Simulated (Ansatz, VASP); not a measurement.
**TiH: VASP beside Ansatz**

```
Ti H
1.0
     0.00000    2.07250    2.07250
     2.07250    0.00000    2.07250
     2.07250    2.07250    0.00000
Ti H
1 1
Direct
  0.00000 0.00000 0.00000
  0.50000 0.50000 0.50000
```

Alike in both runs: functional PBEsol; k mesh 11 × 11 × 11; occupations fermi-dirac, width 0.05 eV; no spin polarisation.

Ansatz relaxed the structure, and its values are those at the end. VASP's run is a single point on that final structure, the one shown.

|  | VASP | Ansatz |
| --- | --- | --- |
| version | VASP 6.6.1 | Ansatz 0.2.0 |
| potentials or method | VASP PAW PBE potentials, release 64 (Ti_sv, H) | plane waves, PAW |
| plane-wave cutoff (eV) | 520 | 517 |
| valence electrons in the cell | 13 | 13 |

|  | VASP | Ansatz | Ansatz less VASP |
| --- | --- | --- | --- |
| pressure (GPa) | -0.1 | 0.0 | +0.12 |

Caveats: the PAW data sets were made with another functional, which shifts forces and pressure a little (VASP).
